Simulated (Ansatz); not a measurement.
Input for Ansatz (plane-wave DFT, PAW):

```yaml
crystal:
  lattice:
    - [0.0, 3.3086866431, 3.3086866431]
    - [3.3086866431, 0.0, 3.3086866431]
    - [3.3086866431, 3.3086866431, 0.0]
  atoms:
    - { symbol: Cd, position: [0.0, 0.0, 0.0] }
    - { symbol: Te, position: [0.25, 0.25, 0.25] }
basis:
  ecutwfc: 420
kpoints:
  mp_grid: { grid: [6, 6, 6] }
  band_path:
    path:
      - [[0.0, 0.0, 0.0], [-0.5, -0.5, 0.0], [-0.375, -0.375, 0.25]]
      - [[-0.375, 0.0, 0.375], [0.0, 0.0, 0.0], [0.0, 0.0, 0.5], [-0.5, -0.25, 0.25], [-0.5, -0.5, 0.0]]
    npoints: 4
hamiltonian:
  xc: hse06
scf:
  occupations: { method: gaussian, width: 0.02 }
output:
  forces: true
  stress: true
  eigenvalues: true
  populations: true
  dos: { projected: true, de: 0.02 }
  bader: false
```

Launched with
```bash
ansatz run input.yaml --threads 2 --pin off --max-ram 5120MiB --backend cpu --events-out ev --progress --plain --runs-dir out
```

Level of theory: Ansatz 0.2.0, DFT HSE06, scalar-relativistic, plane waves, PAW.

From the run's log, abridged (iterations and final results):

```
SCF iter   1: F=—  HF=-15235.334355 eV  |F-HF|=—  |Δ(HF+E_count)|=         —  Δρ=1.57e-3  dr2=3.77e-3  ethr=1.77e-3  ⟨swp⟩=8.6  Hψ=1510  notcnv=0
SCF iter   2: F=—  HF=-15235.333826 eV  |F-HF|=—  |Δ(HF+E_count)|=   5.29e-4  Δρ=3.60e-4  dr2=1.03e-4  ethr=2.72e-7  ⟨swp⟩=3.2  Hψ=1759  notcnv=0
SCF iter   3: F=-15235.333938 eV  HF=-15235.333899 eV  |F-HF|=3.84e-5  |Δ(HF+E_count)|=   7.37e-5  Δρ=1.58e-4  dr2=2.17e-5  ethr=2.72e-7  ⟨swp⟩=3.1  Hψ=894  notcnv=0
SCF 1 stopped early in 3 iterations: F = -15235.333938 eV  dr2 = 2.17e-5
Initial density: handed on by an earlier stage of this run
Initial wavefunctions: those handed on with the density
Functional: x = pbe(κ = 0.804, μ = 0.21951497) + 0.25 (exact − pbe) at short range (hse, ω = 0.20786987 Å⁻¹), c = pbe(β = 0.06672455); HSE06 as pw.x's `hse` composes it (authors' and Libxc's form: `xc: wpbeh`)
Exchange kernel: α = 0.2500, screened, ω = 0.2079 Å⁻¹, Wigner–Seitz truncation, v(0) = 1046.9112 eV·Å³, q-mesh 6×6×6, nearest image of the exchange supercell L = 28.08 Å, pair-density grid 18×18×18, without the augmentation charges, whose exchange is taken in its separable form by FFT convolution over the k-point mesh (sized by the pseudopotential files, 27×27×27 at the most), smooth part of the exact exchange by density-matrix convolution
Frozen-core exchange: fock
SCF iter   1: F=—  HF=-15243.627921 eV  |F-HF|=—  |Δ(HF+E_count)|=         —  Δρ=5.59e-3  dr2=1.73e-2  ethr=6.03e-7  ⟨swp⟩=8.0  Hψ=1669  notcnv=0
SCF iter   2: F=—  HF=-15243.623546 eV  |F-HF|=—  |Δ(HF+E_count)|=   4.38e-3  Δρ=1.95e-3  dr2=2.02e-3  ethr=6.03e-7  ⟨swp⟩=4.0  Hψ=1173  notcnv=0
SCF iter   3: F=—  HF=-15243.631497 eV  |F-HF|=—  |Δ(HF+E_count)|=   7.95e-3  Δρ=1.41e-3  dr2=9.04e-4  ethr=6.03e-7  ⟨swp⟩=4.2  Hψ=1179  notcnv=0
SCF iter   4: F=—  HF=-15243.631349 eV  |F-HF|=—  |Δ(HF+E_count)|=   1.48e-4  Δρ=3.77e-4  dr2=6.98e-5  ethr=6.03e-7  ⟨swp⟩=3.0  Hψ=813  notcnv=0
SCF iter   5: F=—  HF=-15243.631492 eV  |F-HF|=—  |Δ(HF+E_count)|=   1.44e-4  Δρ=1.31e-4  dr2=1.24e-5  ethr=1.47e-7  ⟨swp⟩=3.2  Hψ=780  notcnv=0  defer=2
SCF iter   6: F=-15243.631489 eV  HF=-15243.631489 eV  |F-HF|=3.64e-8  |Δ(HF+E_count)|=   3.06e-6  Δρ=2.01e-5  dr2=1.47e-6  ethr=3.09e-8  ⟨swp⟩=3.0  Hψ=778  notcnv=0
SCF 2 stopped early in 6 iterations: F = -15243.631489 eV  dr2 = 1.47e-6
hybrid outer 1: dexx = +9.449e-3 eV, tail = 7.26e-5 eV
Exchange kernel: α = 0.2500, screened, ω = 0.2079 Å⁻¹, Wigner–Seitz truncation, v(0) = 1046.9112 eV·Å³, q-mesh 6×6×6, nearest image of the exchange supercell L = 28.08 Å, pair-density grid 18×18×18, without the augmentation charges, whose exchange is taken in its separable form by FFT convolution over the k-point mesh (sized by the pseudopotential files, 27×27×27 at the most), smooth part of the exact exchange by density-matrix convolution
Frozen-core exchange: fock
SCF iter   1: F=—  HF=-15243.631627 eV  |F-HF|=—  |Δ(HF+E_count)|=         —  Δρ=4.54e-5  dr2=1.07e-6  ethr=1.01e-6  ⟨swp⟩=4.2  Hψ=789  notcnv=0
SCF iter   2: F=—  HF=-15243.631627 eV  |F-HF|=—  |Δ(HF+E_count)|=   6.10e-8  Δρ=1.81e-5  dr2=1.87e-7  ethr=2.84e-9  ⟨swp⟩=3.9  Hψ=974  notcnv=0
SCF iter   3: F=—  HF=-15243.631627 eV  |F-HF|=—  |Δ(HF+E_count)|=   4.29e-8  Δρ=4.53e-6  dr2=3.25e-8  ethr=3.95e-10  ⟨swp⟩=3.1  Hψ=805  notcnv=0
SCF iter   4: F=—  HF=-15243.631627 eV  |F-HF|=—  |Δ(HF+E_count)|=   1.91e-7  Δρ=2.98e-6  dr2=1.35e-8  ethr=1.36e-11  ⟨swp⟩=4.3  Hψ=1207  notcnv=0  defer=2
SCF iter   5: F=-15243.631627 eV  HF=-15243.631627 eV  |F-HF|=2.73e-11  |Δ(HF+E_count)|=   5.30e-9  Δρ=4.41e-7  dr2=2.67e-10  ethr=1.36e-11  ⟨swp⟩=4.0  Hψ=851  notcnv=0
SCF 3 converged in 5 iterations: F = -15243.631627 eV  dr2 = 2.67e-10
  Residual-converged pass: ⟨swp⟩=2.3  Hψ=607  notcnv=0  max |occ|·‖R‖ = 2.4e-6 eV (tolerance 2.4e-6 eV) dr2=2.67e-10  dr2_onsite=2.78e-11  max |Δocc| = 0.0e0
hybrid outer 2: dexx = +3.625e-7 eV, tail = 2.40e-8 eV, Δε = 2.40e-3 eV (about 7.61e-5 eV left of the loop's levels)
hybrid SCF converged: 2 outer / 11 inner (+3 warm-up), last move |dexx| = 3.63e-7 eV, tail = 2.40e-8 eV
Stability not checked: this state was not tested for a lower state beside it, because the functional holds exact exchange (a hybrid, or Hartree-Fock), whose exchange loop this test does not read (fock_operator; see scf.lower_state_search)
Free energy (F): -15243.631628 eV
Frozen-core exchange: fock
Harris-Foulkes:  -15243.631628 eV  (|F-HF|=2.73e-11)
Internal energy: -15243.631628 eV  (E = F + TS)
E sigma→0 (E₀):  -15243.631628 eV
Fermi energy:    6.840010 eV
--- Per-component energies (eV) ---
  E_band       = -904.829446
  E_kinetic    = 685.163805
  E_local      = -5557.310384  (includes V_loc(G=0)·N_el)
  E_nonlocal   = -277.192227
  E_hartree    = 2793.443116
  E_xc         = -240.617835
  E_vxc        = -258.473357  (∫ρ·V_xc dr)
  E_exx        = -133.377415  (= α·E_x^exact, valence–valence)
  E_paw        = -8682.145148  (= ΣΔE_a)
  E_vpaw       = -817.150432  (= ΣTr[D̂ρ^β])
  E_aug_tail   = -0.000162  (compensation charges beyond the density's cutoff)
  E_ewald      = -3830.812663
  E_core_change = -0.782715  (= ΣΔE_core)
  E_smearing   =  0.000000  (= −TS)
--- Forces (eV/Å), atoms counted from 1 ---
  atom   1  Cd     0.00000000     0.00000000     0.00000000
  atom   2  Te     0.00000000     0.00000000     0.00000000
--- Stress (GPa, compression-positive) ---
       -0.916769       0.000000       0.000000
        0.000000      -0.916769       0.000000
        0.000000       0.000000      -0.916769
  P = ⅓ Tr σ = -0.9168 GPa (-9.168 kbar)
--- Band table (eV; the first three rows and the last of 16) ---
  k-point 0: bands = ["-101.0932", "-60.8123", "-60.8123", "-60.8123", "-32.0114", "-32.0114", "-32.0114", "-32.0034", "-32.0034", "-5.6796", "-3.3282", "-3.3282", "-3.3282", "-3.1077", "-3.1077", "6.1288", "6.1288", "6.1288", "7.5509", "11.6235", "11.6235", "11.6235"]
  k-point 1: bands = ["-101.0932", "-60.8123", "-60.8123", "-60.8123", "-32.0114", "-32.0114", "-32.0114", "-32.0033", "-32.0033", "-5.5924", "-3.3131", "-3.3131", "-3.2315", "-3.1085", "-3.1085", "4.4725", "5.9170", "5.9170", "8.6303", "11.6534", "11.9569", "11.9569"]
  k-point 2: bands = ["-101.0932", "-60.8123", "-60.8123", "-60.8122", "-32.0114", "-32.0113", "-32.0113", "-32.0033", "-32.0033", "-5.4284", "-3.2866", "-3.2866", "-3.1059", "-3.1059", "-2.9359", "2.5874", "5.5532", "5.5532", "8.7990", "12.2345", "12.2345", "13.1227"]
  k-point 15: bands = ["-101.0932", "-60.8123", "-60.8122", "-60.8121", "-32.0116", "-32.0113", "-32.0111", "-32.0032", "-32.0031", "-5.2635", "-3.2233", "-3.2160", "-3.1452", "-3.0973", "-2.4895", "1.9552", "3.9921", "4.1261", "10.6066", "10.6959", "13.6500", "13.9350"]
--- Löwdin populations: 2 sites ---
  site symbol q [e]
     0     Cd     18.8196
     1     Te     16.9806
  spilling = 0.005550 (of n_electrons = 36.000000)
```

The calculation finished and met its thresholds.

The run took 8.4 min on 2 threads of Intel(R) Xeon(R) Platinum 8259CL CPU @ 2.50GHz (Skylake/Cascade Lake), on a shared host, peak memory 2.2 GiB.